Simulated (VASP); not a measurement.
A run of VASP 6.6.1 is set up as follows.

File POSCAR:

```
Mg
1.0
    3.2093000000      0.0000000000      0.0000000000
   -1.6046500000      2.7793353284      0.0000000000
    0.0000000000      0.0000000000      5.2103000000
Mg
2
Direct
    0.6666666667      0.3333333333      0.7500000000
    0.3333333333      0.6666666667      0.2500000000
```

The input INCAR.step1:

```
PREC = Accurate ; ENCUT = 520
EDIFF = 1E-6 ; ISMEAR = -1
SIGMA = 0.05 ; LREAL = F
LASPH = T ; NELM = 100
ALGO = Normal ; ISIF = 2
LWAVE = F ; LCHARG = T
GGA = PE
```

Contents of KPOINTS.step1:

```
Automatic mesh
0
Gamma
  10 10 5
```

The input INCAR.step2:

```
PREC = Accurate ; ENCUT = 520
EDIFF = 1E-6 ; ISMEAR = 0
SIGMA = 0.05 ; LREAL = F
LASPH = T ; NELM = 100
ALGO = Normal ; ISIF = 2
LWAVE = F ; LCHARG = F
GGA = PE ; ICHARG = 11
```

File KPOINTS.step2:

```
path GMKGALHA,LM,KH
15
line-mode
reciprocal
 0.0000000000  0.0000000000  0.0000000000  G
 0.5000000000  0.0000000000  0.0000000000  M

 0.5000000000  0.0000000000  0.0000000000  M
 0.3333333333  0.3333333333  0.0000000000  K

 0.3333333333  0.3333333333  0.0000000000  K
 0.0000000000  0.0000000000  0.0000000000  G

 0.0000000000  0.0000000000  0.0000000000  G
 0.0000000000  0.0000000000  0.5000000000  A

 0.0000000000  0.0000000000  0.5000000000  A
 0.5000000000  0.0000000000  0.5000000000  L

 0.5000000000  0.0000000000  0.5000000000  L
 0.3333333333  0.3333333333  0.5000000000  H

 0.3333333333  0.3333333333  0.5000000000  H
 0.0000000000  0.0000000000  0.5000000000  A

 0.5000000000  0.0000000000  0.5000000000  L
 0.5000000000  0.0000000000  0.0000000000  M

 0.3333333333  0.3333333333  0.0000000000  K
 0.3333333333  0.3333333333  0.5000000000  H
```

Potentials or basis: VASP PAW PBE potentials, release 54 (Mg).

The run is started by

```bash
$ cat potpaw_PBE.54/Mg/POTCAR > POTCAR
$ cp INCAR.step1 INCAR
$ cp KPOINTS.step1 KPOINTS
$ mpirun -np 1 vasp_std > vasp.out
$ cp INCAR.step2 INCAR
$ cp KPOINTS.step2 KPOINTS
$ mpirun -np 1 vasp_std > vasp.out
```

(1) What does it give for the band gap along the path?

Answers

(1) none (metal or under the smearing width).
